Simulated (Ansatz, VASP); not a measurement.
# GaSb (GaSb(110)): VASP beside Ansatz, part 2 of 3

Aim: how closely do two programs agree when they are given the same cell, functional and k mesh? Of the first pair: The structure shown is the end of the VASP relaxation below. Valence electrons are named where the data sets of a main pair hold unlike numbers.

VASP 6.6.1 and Ansatz 0.2.0.

So far: Set-up; VASP: relaxation, PBE.

### 3. Ansatz: single point, PBE

Level of this step: Ansatz beside VASP: Kohn-Sham DFT, plane waves, PBE (Ansatz).

Ansatz runs on its default PAW (the set named soft_2) files.

The same cell, functional, mesh and smearing now go to Ansatz, which takes its cutoff from its data sets.

The input, input.yaml:

```yaml
crystal:
  lattice:
    - [4.40562786, 0.0, 0.0]
    - [0.0, 6.23049867, 0.0]
    - [0.0, 0.0, 33.62251143]
  atoms:
    - { symbol: Ga, position: [0.0, 0.05835937, 0.25294408] }
    - { symbol: Ga, position: [0.5, 0.47976021, 0.29996692] }
    - { symbol: Ga, position: [0.0, 0.99089614, 0.36907153] }
    - { symbol: Ga, position: [0.5, 0.49292757, 0.43362183] }
    - { symbol: Ga, position: [0.0, 0.99537457, 0.5] }
    - { symbol: Ga, position: [0.5, 0.49292757, 0.56637817] }
    - { symbol: Ga, position: [0.0, 0.99089614, 0.63092847] }
    - { symbol: Ga, position: [0.5, 0.47976021, 0.70003308] }
    - { symbol: Ga, position: [0.0, 0.05835937, 0.74705592] }
    - { symbol: Sb, position: [0.0, 0.73178365, 0.30408955] }
    - { symbol: Sb, position: [0.5, 0.26634523, 0.22945327] }
    - { symbol: Sb, position: [0.0, 0.74317094, 0.43457475] }
    - { symbol: Sb, position: [0.5, 0.24140868, 0.36772176] }
    - { symbol: Sb, position: [0.0, 0.74317094, 0.56542525] }
    - { symbol: Sb, position: [0.5, 0.24532184, 0.5] }
    - { symbol: Sb, position: [0.0, 0.73178365, 0.69591045] }
    - { symbol: Sb, position: [0.5, 0.24140868, 0.63227824] }
    - { symbol: Sb, position: [0.5, 0.26634523, 0.77054673] }
hamiltonian:
  xc: pbe
  pseudopotentials: { kind: paw }
kpoints:
  mp_grid: { grid: [6, 4, 1] }
scf:
  occupations: { method: gaussian, width: 0.03 }
  n_extra_bands: 8
efield:
  axis: 3
  dipole_correction: true
  ramp_width: 0.04
output:
  forces: true
  eigenvalues: true
```

The run is started by

```console
$ ansatz run input.yaml --threads 8 --pin off --max-ram 18432MiB --backend cpu --events-out ev --progress --plain --runs-dir out
```

Numbers of over 12 decimals in the logs are rounded to 6 here.

Output:

```text
scf.n_extra_bands = 8 over 126 filled bands (N_el = 252.0): the run solves 134 bands
Engine: ansatz 0.2.0, aarch64-unknown-linux-gnu
Pseudopotentials: kind: paw
Pseudopotential: Ga, paw, valence charge 13, recommended cutoff 420 eV (normal), Ga.paw.azcp
Pseudopotential: Sb, paw, valence charge 15, recommended cutoff 420 eV (normal), Sb.paw.azcp
Functional definition: PBE
  parameter kappa = 0.804
  parameter beta = 0.066725
  exchange = pbe_x(kappa = kappa, mu = beta*pi^2/3)
  correlation = pbe_c(beta = beta)
Crystal: 18 atoms, lattice volume = 922.913 Å³
Basis set: ecut = 420 eV, 18071 PW (Γ), exchange–correlation on 60×90×450 points (8 copies of the dense FFT grid, shifted against one another)
Bands: 134, of which v1, the nominal top of the filled ones, is band 126 counted from 1 (125 counted from 0)
Symmetry: 2 space group operations
k-points: 12 of 24 (time reversal used)
Non-local potential: Ga, projectors of the file, l = 0: 2, l = 1: 2, l = 2: 3, l = 3: 1
Non-local potential: Sb, projectors of the file, l = 0: 2, l = 1: 2, l = 2: 2, l = 3: 2
PAW form: soft (Blöchl's): semilocal exchange-correlation on the pseudo side does not see the compensation charge
PAW one-centre angular grid: Ga, 590 points (default); XC on 64 Gauss nodes
PAW one-centre angular grid: Sb, 590 points (default); XC on 64 Gauss nodes
Initial density: superposition of atomic densities (neutral atoms: chi_scale 0, normalization atom), corrected by the library's trained network
Initial wavefunctions: pseudopotential atomic-orbital guess
Functional: x = pbe(κ = 0.804, μ = 0.219515), c = pbe(β = 0.066725)
SCF iter   1: F=—  HF=-92408.985266 eV  |F-HF|=—  |Δ(HF+E_count)|=         —  Δρ=1.40e-3  dr2=1.26e-1  ethr=1.77e-3  p=0.000 e·Å  D=3.20e-14 V/Å  ΔV_dip=-0.00 eV  dr2_dipole=2.33e-8  V_vac-E_F(+/−)=4.28/4.28 eV  ⟨swp⟩=6.5  Hψ=6469  notcnv=0
efield: sawtooth ramp at fractional position 0.9800 (placed from the atoms, in the widest stretch of the axis that holds none; the zero of the levels goes with the place), width 0.0400; the density the first Hamiltonian is built on has a dipole p = 0.000 e·Å; the dipole correction subtracts the counter field D = 3.20e-14 V/Å, which shifts the + side's vacuum level by -0.00 eV against the − side's; the planar-averaged density in the ramp window peaks in size at 1.4e-5 e/Å³
preconditioner: auto → Resta (q_TF=auto, 2.198 Å⁻¹)  ε∞=2.7  [insulator: Δε(μ)=0.251 eV  Ē_g=11.850 eV  σ=0.030 eV  W_gap=1.00  n_scr=176 (ndim 8)  ℏωp=15.6 eV  f_vac=0.409  D(μ)=0.00/eV (n_scr^D=0)  ε∞_Penn≈2.7  vacuum switching on, ρ_ref=1.0e-2 e/Å³]
SCF iter   2: F=—  HF=-92408.975182 eV  |F-HF|=—  |Δ(HF+E_count)|=   1.01e-2  Δρ=9.37e-4  dr2=1.92e-1  ethr=4.98e-5  p=-0.000 e·Å  D=-1.88e-5 V/Å  ΔV_dip=0.00 eV  dr2_dipole=2.82e-7  V_vac-E_F(+/−)=4.54/4.54 eV  ⟨swp⟩=3.8  Hψ=3271  notcnv=0  defer=30
SCF iter   3: F=—  HF=-92408.960653 eV  |F-HF|=—  |Δ(HF+E_count)|=   1.45e-2  Δρ=5.26e-4  dr2=1.14e-2  ethr=4.98e-5  p=0.000 e·Å  D=1.37e-5 V/Å  ΔV_dip=-0.00 eV  dr2_dipole=1.67e-7  V_vac-E_F(+/−)=4.33/4.33 eV  ⟨swp⟩=2.7  Hψ=1877  notcnv=0  defer=30
SCF iter   4: F=—  HF=-92408.961074 eV  |F-HF|=—  |Δ(HF+E_count)|=   4.21e-4  Δρ=2.57e-4  dr2=2.43e-3  ethr=4.52e-6  p=-0.000 e·Å  D=-4.56e-5 V/Å  ΔV_dip=0.00 eV  dr2_dipole=1.78e-6  V_vac-E_F(+/−)=4.32/4.32 eV  ⟨swp⟩=2.9  Hψ=2748  notcnv=0  defer=30
SCF iter   5: F=—  HF=-92408.961010 eV  |F-HF|=—  |Δ(HF+E_count)|=   6.39e-5  Δρ=1.10e-4  dr2=1.57e-4  ethr=9.63e-7  p=0.000 e·Å  D=8.81e-5 V/Å  ΔV_dip=-0.00 eV  dr2_dipole=6.82e-6  V_vac-E_F(+/−)=4.31/4.31 eV  ⟨swp⟩=2.0  Hψ=1879  notcnv=0  defer=30
SCF iter   6: F=—  HF=-92408.961109 eV  |F-HF|=—  |Δ(HF+E_count)|=   9.88e-5  Δρ=4.81e-5  dr2=2.02e-4  ethr=6.24e-8  p=-0.002 e·Å  D=-4.63e-4 V/Å  ΔV_dip=0.02 eV  dr2_dipole=1.87e-4  V_vac-E_F(+/−)=4.32/4.30 eV  ⟨swp⟩=2.0  Hψ=2771  notcnv=0  defer=30
SCF iter   7: F=—  HF=-92408.961162 eV  |F-HF|=—  |Δ(HF+E_count)|=   5.37e-5  Δρ=4.09e-5  dr2=4.25e-4  ethr=6.24e-8  p=0.004 e·Å  D=7.25e-4 V/Å  ΔV_dip=-0.02 eV  dr2_dipole=4.54e-4  V_vac-E_F(+/−)=4.30/4.32 eV  ⟨swp⟩=2.0  Hψ=1833  notcnv=0  defer=30
SCF iter   8: F=—  HF=-92408.961120 eV  |F-HF|=—  |Δ(HF+E_count)|=   4.23e-5  Δρ=1.72e-5  dr2=1.41e-5  ethr=6.24e-8  p=0.001 e·Å  D=1.15e-4 V/Å  ΔV_dip=-0.00 eV  dr2_dipole=1.17e-5  V_vac-E_F(+/−)=4.31/4.31 eV  ⟨swp⟩=2.0  Hψ=1789  notcnv=0  defer=30
SCF iter   9: F=—  HF=-92408.960916 eV  |F-HF|=—  |Δ(HF+E_count)|=   2.04e-4  Δρ=7.94e-6  dr2=8.10e-7  ethr=5.59e-9  p=0.000 e·Å  D=1.82e-5 V/Å  ΔV_dip=-0.00 eV  dr2_dipole=2.70e-7  V_vac-E_F(+/−)=4.31/4.31 eV  ⟨swp⟩=2.0  Hψ=1861  notcnv=0  defer=30
SCF iter  10: F=-92408.960917 eV  HF=-92408.960917 eV  |F-HF|=1.03e-7  |Δ(HF+E_count)|=   9.27e-7  Δρ=2.28e-6  dr2=5.44e-8  ethr=3.97e-11  p=-0.000 e·Å  D=-5.39e-7 V/Å  ΔV_dip=0.00 eV  dr2_dipole=1.97e-10  V_vac-E_F(+/−)=4.31/4.31 eV  ⟨swp⟩=8.9  Hψ=8197  notcnv=0
SCF 1 converged in 10 iterations: F = -92408.960917 eV  dr2 = 5.44e-8
  greatest PAW one-centre occupation: 0.995 electrons in one spin orbital (limit 2), on the Sb atom at site 17 (counted from 0), in its partial waves of l = 2
SCF converged after 10 iterations
Free energy (F): -92408.960917 eV
Harris-Foulkes:  -92408.960917 eV  (|F-HF|=1.03e-7)
Internal energy: -92408.960917 eV  (E = F + TS)
E sigma→0 (E₀):  -92408.960917 eV
Fermi energy:    2.446865 eV
Dipole field:    D = 0.000008 V/Å  (p = 0.000042 e·Å, saw-weighted, corrected)
Work function:   Φ+ = 4.3085 eV   Φ− = 4.3088 eV
Levels:          The Fermi level and band energies are counted from a zero that moves with the ramp; work functions are not
--- Per-component energies (eV) ---
  E_band       = -3666.004365
  E_kinetic    = 2892.039298
  E_local      = -237108.217970  (includes V_loc(G=0)·N_el)
  E_nonlocal   = 7079.073330
  E_hartree    = 116499.246597
  E_xc         = -1858.796774
  E_vxc        = -1375.330408  (∫ρ·V_xc dr)
  E_paw        = -59077.227063  (= ΣΔE_a)
  E_vpaw       = -8152.050915  (= ΣTr[D̂ρ^β])
  E_aug_tail   = -0.001061  (compensation charges beyond the density's cutoff)
  E_efield     = 0.000000  (sawtooth field / dipole correction)
  E_vefield    = 0.000000  (∫n·V_field dr)
  E_ewald      = 79164.922727
  E_smearing   = -0.000000  (= −TS)
  E_closure    = 0.000000  (closes the sum)
  Σ components = -92408.960917   (vs F -92408.960917, Δ=0.00e0)
--- Forces (eV/Å), atoms counted from 1 ---
  atom   1  Ga     0.00000000     0.00505575     0.00375489
  atom   2  Ga    -0.00000000     0.01808879     0.01509777
  atom   3  Ga    -0.00000000    -0.00692681     0.00653717
  atom   4  Ga    -0.00000000    -0.02272447     0.01406933
  atom   5  Ga    -0.00000000    -0.01478467    -0.00000466
  atom   6  Ga    -0.00000000    -0.02273159    -0.01407576
  atom   7  Ga    -0.00000000    -0.00693447    -0.00653847
  atom   8  Ga    -0.00000000     0.01808418    -0.01509397
  atom   9  Ga     0.00000000     0.00506405    -0.00375673
  atom  10  Sb    -0.00000000     0.01930791     0.00128661
  atom  11  Sb     0.00000000     0.00155605     0.06029968
  atom  12  Sb    -0.00000000    -0.02332993     0.02200865
  atom  13  Sb    -0.00000000     0.01900192     0.00557355
  atom  14  Sb    -0.00000000    -0.02332733    -0.02200499
  atom  15  Sb    -0.00000000    -0.00525327     0.00000331
  atom  16  Sb    -0.00000000     0.01930874    -0.00129534
  atom  17  Sb    -0.00000000     0.01900605    -0.00557837
  atom  18  Sb     0.00000000     0.00155934    -0.06030400
  max |Σ_I F_I| component: 2.13e-5 eV/Å
--- Band table (eV; the first three rows and the last of 12) ---
  k-point 0: bands = [... 122 lower, 1.9693, 2.0155, 2.1919, 2.3012, 2.5926, 3.3251, 3.3925, 3.4247, ... 4 higher]
  k-point 1: bands = [... 122 lower, 1.7401, 1.7445, 1.7729, 1.8151, 2.9965, 3.0320, 3.1884, 3.3940, ... 4 higher]
  k-point 2: bands = [... 122 lower, 1.2948, 1.3176, 1.3704, 1.4186, 2.6514, 2.8288, 2.8814, 3.3206, ... 4 higher]
  k-point 11: bands = [... 122 lower, 1.0603, 1.1428, 1.4343, 1.4911, 2.6700, 3.1915, 3.3060, 4.1360, ... 4 higher]
```

Run time: 55 s. Hardware: 8 threads of Arm Neoverse N1, shared host; peak memory 4.8 GiB; 7.2 min of CPU time.

### 4. Comparison

Known differences besides the potentials themselves: the data sets hold 252 valence electrons in Ansatz (on its default PAW (the set named soft_2) files) and 72 in VASP; the cutoff is 420 eV in Ansatz and 320 eV in VASP (PREC = Normal, projectors in real space); VASP leaves aspherical gradient terms in its spheres out (LASPH is not set), Ansatz keeps them. Total energies have different zeros and are not compared.

Compared:

```
              quantity  Ansatz   VASP  difference
gap on the k mesh (eV)   0.291  0.313      -0.022
```

At this near-relaxed geometry the largest component of a force difference is 59 meV/Å. A gap on the mesh is an upper bound, since the band edges may lie between its points. VASP's last cycles still show a density residual of 3e-03, so its state may not be settled. With vacuum in the cell, a pressure given here is an average over mostly empty space and none of the material.

### 5. VASP: band structure, PBE

Levels along a path test the potential and the projectors away from the mesh points.

The input, INCAR:

```
SYSTEM = GaSb
PREC = Normal
ENCUT = 320
EDIFF = 1E-06
NELM = 120
ISMEAR = 0
SIGMA = 0.03
LREAL = Auto
ALGO = Fast
GGA = PE
NBANDS = 54
LORBIT = 11
LWAVE = .FALSE.
LCHARG = .TRUE.
KPAR = 2
IDIPOL = 3
LDIPOL = .TRUE.
DIPOL = 0.5 0.5 0.5
LVHAR = .TRUE.
LVACPOTAV = .TRUE.
NEDOS = 1500
```

The input, POSCAR:

```
GaSb
1.0
    4.4056278575      0.0000000000      0.0000000000
    0.0000000000      6.2304986668      0.0000000000
    0.0000000000      0.0000000000     33.6225114299
Ga Sb
9 9
Direct
    0.0000000000      0.0583593730      0.2529440836
    0.5000000000      0.4797602061      0.2999669161
    0.0000000000      0.9908961447      0.3690715275
    0.5000000000      0.4929275659      0.4336218257
    0.0000000000      0.9953745748      0.5000000000
    0.5000000000      0.4929275659      0.5663781743
    0.0000000000      0.9908961447      0.6309284725
    0.5000000000      0.4797602061      0.7000330839
    0.0000000000      0.0583593730      0.7470559164
    0.0000000000      0.7317836541      0.3040895520
    0.5000000000      0.2663452289      0.2294532726
    0.0000000000      0.7431709381      0.4345747459
    0.5000000000      0.2414086832      0.3677217573
    0.0000000000      0.7431709381      0.5654252541
    0.5000000000      0.2453218372      0.5000000000
    0.0000000000      0.7317836541      0.6959104480
    0.5000000000      0.2414086832      0.6322782427
    0.5000000000      0.2663452289      0.7705467274
```

The input, KPOINTS:

```
Automatic mesh
0
Gamma
6 4 1
0 0 0
```

The input, KPOINTS_OPT:

```
Line mode
14
Line-mode
Reciprocal
  0.00000000   0.00000000   0.00000000 GAMMA
  0.50000000   0.00000000   0.00000000 X

  0.50000000   0.00000000   0.00000000 X
  0.50000000   0.50000000   0.00000000 S

  0.50000000   0.50000000   0.00000000 S
  0.00000000   0.50000000   0.00000000 Y

  0.00000000   0.50000000   0.00000000 Y
  0.00000000   0.00000000   0.00000000 GAMMA

  0.00000000   0.00000000   0.00000000 GAMMA
  0.50000000   0.50000000   0.00000000 S
```

Potentials, in the order of the species: Ga and Sb (PBE family, release 64).

The run is started by

```console
$ mpirun -np 4 vasp_std
```

Output:

```text
[banner, memory and clock lines left out]
running    4 mpi-ranks, on    1 nodes
[...]
LDA part: xc-table for (Slater+PW92), standard interpolation
 POSCAR, INCAR and KPOINTS ok, starting setup
[...]
entering main loop
       N       E                     dE             d eps       ncg     rms          rms(c)
DAV:   1     0.288494633226E+03    0.28849E+03   -0.17018E+04  1304   0.663E+02
DAV:   2    -0.344325628037E+02   -0.32293E+03   -0.30971E+03  1684   0.141E+02
DAV:   3    -0.644906392723E+02   -0.30058E+02   -0.29568E+02  1560   0.449E+01
DAV:   4    -0.655442709692E+02   -0.10536E+01   -0.10491E+01  1744   0.969E+00
[...]
RMM:  20    -0.648112792103E+02   -0.46030E-05   -0.14846E-07   736   0.109E-03    0.218E-04
RMM:  21    -0.648112843525E+02   -0.51422E-05   -0.19248E-07   765   0.101E-03    0.711E-05
RMM:  22    -0.648112848673E+02   -0.51476E-06   -0.22319E-08   515   0.766E-04
|                                                                             |
[...]
|                                                                             |

   1 F= -.64811285E+02 E0= -.64811285E+02  d E =-.272411E-11
 Start KPOINTS_OPT (optional k-point list driver)
k-point batch [1-12\70]
       N       E                     dE             ncg
DAV:   1     0.338538711550E+03   -0.59626E+04     1296
DAV:   2    -0.344067392793E+04   -0.37792E+04     1670
DAV:   3    -0.380603655132E+04   -0.36536E+03     1576
DAV:   4    -0.381843479747E+04   -0.12398E+02     1728
[...]
DAV:   8    -0.381881743436E+04   -0.21871E-04     1624
DAV:   9    -0.381881743540E+04   -0.10408E-05     1184
DAV:  10    -0.381881743559E+04   -0.18275E-06      984
[...]
k-point batch [61-70\70]
       N       E                     dE             ncg
DAV:   1     0.430149827037E+03   -0.10885E+05     1080
DAV:   2    -0.267792282275E+04   -0.31081E+04     1414
DAV:   3    -0.296245914482E+04   -0.28454E+03     1344
DAV:   4    -0.297134078484E+04   -0.88816E+01     1464
DAV:   5    -0.297162624811E+04   -0.28546E+00     1568
DAV:   6    -0.297163382454E+04   -0.75764E-02     1496
DAV:   7    -0.297163419006E+04   -0.36552E-03     1576
DAV:   8    -0.297163420518E+04   -0.15118E-04     1312
DAV:   9    -0.297163420594E+04   -0.76788E-06     1016
```

(Continued in part 3 of 3.)

[Lines on the potential files, build, host, timing and source positions are cut from VASP's logs without a mark.]

[Logs are printed without paths, hosts, clocks, repeated set-up lines and the standing remarks that a program may print on its own settings, such as how far it seeks lower states.]

[Hosts, paths, dates, database ids (printed as entryN), source tags and the programs' standing remarks are cut or masked in the printed files.]
